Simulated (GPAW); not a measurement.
Here is a GPAW 26.7.0 calculation.

run.py

```python
from ase import Atoms
from ase.dft.bandgap import bandgap
from ase.io import write
from ase.units import Bohr, GPa
from gpaw import GPAW, PW
from gpaw.elf import elf_from_dft_calculation

atoms = Atoms(['Sb', 'Sb'],
              cell=[[3.122402, 0.0, 0.0],
                    [0.0, 4.347518, 0.0],
                    [-0.038915, 0.0, 4.405852]],
              scaled_positions=[[0.011389, 0.25, 0.241166],
                                [0.988611, 0.75, 0.758834]],
              pbc=True)

calc = GPAW(mode=PW(600),
            xc='PBE',
            kpts={'size': (9, 6, 6), 'gamma': True},
            occupations={'name': 'fermi-dirac', 'width': 0.05},
            nbands=25,
            convergence={'density': 1e-05, 'energy': 1e-05},
            maxiter=150,
            txt='gpaw.txt')
atoms.calc = calc
energy = atoms.get_potential_energy()
forces = atoms.get_forces()
stress = atoms.get_stress()
calc.write('gs.gpw')
write('result.traj', atoms)
print(f'Energy: {energy:.6f} eV')
print('Forces (eV/A):')
print(forces.round(4))
print('Stress (GPa):', (stress / GPa).round(3))
print('Fermi level:', round(calc.get_fermi_level(), 4), 'eV')
print(f'Gap: {bandgap(calc)[0]:.4f} eV, direct: {bandgap(calc, direct=True)[0]:.4f} eV')

# fields on the real-space grid
write('density.cube', atoms, data=calc.get_pseudo_density() * Bohr**3)
write('potential.cube', atoms, data=calc.get_electrostatic_potential())
write('elf.cube', atoms, data=elf_from_dft_calculation(calc).data)
```

Potentials or basis: GPAW PAW data sets (gpaw-data 1.2.1), pw.

Command:

```bash
$ OMP_NUM_THREADS=1 python run.py
```

Q: What does it give for the band gap on the k mesh?

A: None (metal or under the smearing width).

Q: Estimate the largest force.

A: 0.051 eV/Å.

Q: Estimate the pressure.

A: 0.1 GPa.

Forces on the atoms (eV/Å):
```
Sb  -0.029  0.000  0.042
Sb   0.029  0.000 -0.042
```

The run has no spin-orbit coupling, so splittings on Sb are missing.
